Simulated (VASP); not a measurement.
# Ge (Fmmm) in VASP: further runs, part 2 of 2

VASP 6.6.1. The steps go on from the part before.

### Step 5. Single point, HSE(alpha, omega)

POSCAR

```
Ge
1.0
    0.0000000000      2.8857400000      5.1156650000
    2.6304970000      0.0000000000      5.1156650000
    2.6304970000      2.8857400000      0.0000000000
Ge
4
Direct
    0.7264900000      0.2735100000      0.7264900000
    0.2735100000      0.7264900000      0.2735100000
    0.2181330000      0.2181330000      0.7818670000
    0.7818670000      0.7818670000      0.2181330000
```

INCAR.step1

```
PREC     = Accurate       # precision mode
ENCUT    = 520            # plane-wave cutoff, eV
EDIFF    = 1E-5           # SCF threshold, eV
ISMEAR   = -1             # smearing method
SIGMA    = 0.05           # smearing width, eV
LREAL    = False          # projectors in reciprocal space
LASPH    = True           # aspherical terms in the spheres
NELM     = 60             # most SCF steps
ALGO     = Normal         # electronic algorithm
ISIF     = 2              # what is computed and relaxed
LWAVE    = True           # write WAVECAR
GGA      = PE             # functional
```

INCAR.step2

```
PREC     = Accurate       # precision mode
ENCUT    = 520            # plane-wave cutoff, eV
EDIFF    = 1E-6           # SCF threshold, eV
ISMEAR   = -1             # smearing method
SIGMA    = 0.05           # smearing width, eV
LREAL    = False          # projectors in reciprocal space
LASPH    = True           # aspherical terms in the spheres
NELM     = 60             # most SCF steps
ALGO     = Normal         # electronic algorithm
ISIF     = 2              # what is computed and relaxed
LWAVE    = False          # write WAVECAR
LCHARG   = False          # write CHGCAR
GGA      = PE             # functional
LHFCALC  = True           # exact exchange
HFSCREEN = 0.2            # screening, 1/A
AEXX     = 0.05           # exact-exchange fraction
PRECFOCK = Fast         
ISTART   = 1
```

KPOINTS

```
Automatic mesh
0
Gamma
  4 4 4
```

On the command line:

```console
$ cat potpaw_PBE.64/Ge_d/POTCAR > POTCAR
$ cp INCAR.step1 INCAR
$ mpirun -np 1 vasp_std > vasp.out
$ cp INCAR.step2 INCAR
$ mpirun -np 1 vasp_std > vasp.out
```

Run time: 42 min. Hardware: 1 thread of Intel Xeon 6975P-C (Granite Rapids), shared host; peak memory 0.36 GiB.

The run converged. Its results:

```
Free energy            : -17.6911 eV
Pressure               : -0.6 GPa
Largest force          : 0.175 eV/Å
Band gap on the k mesh : none (metal or under the smearing width)
```

Forces in eV/Å, atoms in the order of the input:
```
Ge   0.000  0.175  0.000
Ge   0.000 -0.175  0.000
Ge   0.000  0.000 -0.151
Ge   0.000  0.000  0.151
```

Stress tensor (GPa, compression positive):
```
-1.76  0.00  0.00
 0.00  3.66  0.00
 0.00  0.00 -3.73
```

Levels at points of the mesh, in eV from the Fermi level:
```csv
k point,band 24,band 25,band 26,band 27,band 28,band 29,band 30,band 31,band 32,band 33
"(0.00, 0.00, 0.00)",-3.88,-3.00,-2.45,-2.07,-1.94,-1.75,2.95,3.71,4.13,6.33
"(0.50, 0.00, 0.00)",-7.27,-2.06,-1.71,-0.89,0.73,0.95,1.17,2.33,2.42,3.51
"(0.50, 0.50, 0.00)",-4.62,-2.24,-1.99,-0.28,0.49,1.03,1.18,2.01,2.76,5.01
"(0.50, 0.00, 0.50)",-7.58,-4.74,-4.31,-3.29,-2.76,-1.29,-0.88,3.64,4.81,7.14
"(0.00, 0.50, 0.50)",-6.33,-5.91,-5.43,-3.56,-2.15,-1.96,2.81,3.85,4.10,5.99
```

Caveat: the k mesh is coarse (spacing up to 0.43 Å⁻¹), so the values aren't converged, least of all with exact exchange; the PAW data sets were made with another functional, which shifts forces and pressure a little.

### Step 6. Single point, PBE

INCAR

```
SYSTEM = Ge
PREC = Accurate ; ENCUT = 450
EDIFF = 1E-6 ; ISMEAR = 0
SIGMA = 0.02 ; LREAL = .FALSE.
LASPH = .TRUE. ; NELM = 60
ALGO = Fast ; ISIF = 2
LWAVE = .FALSE. ; LCHARG = .FALSE.
GGA = PE ; NBANDS = 36
```

KPOINTS

```
regular mesh
0
G
  3 3 3
  0 0 0
```

POSCAR is that of step 5.

Potentials or basis: VASP PAW PBE potentials, release 64 (Ge_d_GW).

On the command line:

```console
$ cat potpaw_PBE.64/Ge_d_GW/POTCAR > POTCAR
$ mpirun -np 1 vasp_std > vasp.out
```

Wall time 15 s (1 thread of Intel Xeon 6975P-C (Granite Rapids), shared host); peak memory 0.19 GiB.

Results (log left out):

- Free energy: -16.7646 eV
- Pressure: 0.5 GPa
- Largest force: 0.270 eV/Å
- Band gap on the k mesh: none (metal or under the smearing width)

Forces in eV/Å, atoms in the order of the input:
```
Ge   0.000  0.180  0.000
Ge   0.000 -0.180  0.000
Ge   0.000  0.000  0.270
Ge   0.000  0.000 -0.270
```

Stress tensor (GPa, compression positive):
```
 7.58  0.00  0.00
 0.00 -3.24  0.00
 0.00  0.00 -2.79
```

Levels at points of the mesh, in eV from the Fermi level:
| k point | band 25 | band 26 | band 27 | band 28 | band 29 | band 30 | band 31 | band 32 |
| --- | --- | --- | --- | --- | --- | --- | --- | --- |
| (0.00, 0.00, 0.00) | -3.21 | -2.71 | -2.38 | -2.16 | -1.94 | 2.58 | 3.39 | 3.70 |

Caveat: the k mesh is coarse (spacing up to 0.58 Å⁻¹), so the values aren't converged; the cutoff is under 1.25 times the usual one of these potentials, so pressure, stress and relaxed cells hold a basis-set (Pulay) error.

### Step 7. Summary

| task | level | potentials or basis | cell | k mesh | cutoff (eV) | smearing | share of exact exchange | grid for exact exchange (PRECFOCK) | mesh quality | gap on the mesh (eV) | pressure (GPa) | relaxed volume (Å³/atom) | largest force (eV/Å) |
| --- | --- | --- | --- | --- | --- | --- | --- | --- | --- | --- | --- | --- | --- |
| single point | PBE | VASP PAW PBE potentials, release 64 (Ge_d_GW) | as given | 3 × 3 × 3 | 450 | gaussian 0.02 eV | - | - | coarse | none | 0.5 | - | 0.27 |
| relaxation of cell and atoms | BLYP | VASP PAW PBE potentials, release 64 (Ge_d) | relaxed | 5 × 5 × 5 | 600 | fermi-dirac 0.05 eV | - | - | not flagged | none | 0.0 | 21.86 | - |
| relaxation of cell and atoms | BLYP+D3(BJ) | VASP PAW PBE potentials, release 64 (Ge_d) | relaxed | 5 × 5 × 5 | 600 | fermi-dirac 0.05 eV | - | - | not flagged | none | 0.0 | 19.44 | - |
| single point | HSE(alpha, omega) | VASP PAW PBE potentials, release 64 (Ge_d) | as given | 4 × 4 × 4 | 520 | fermi-dirac 0.05 eV | 0.05 | Fast | coarse | none | -0.6 | - | 0.18 |

Alike in all rows: no spin polarisation.

Caveats: some runs use coarse meshes; the PAW data sets were made with another functional, which shifts forces and pressure a little (some runs); the cutoff is under 1.25 times the usual one of these potentials, so pressure, stress and relaxed cells hold a basis-set (Pulay) error (some runs); pairwise dispersion overbinds metals, which lowers pressure and volume (some runs).

Total energies depend on the potentials used, so only differences within one code and one set of settings carry meaning.
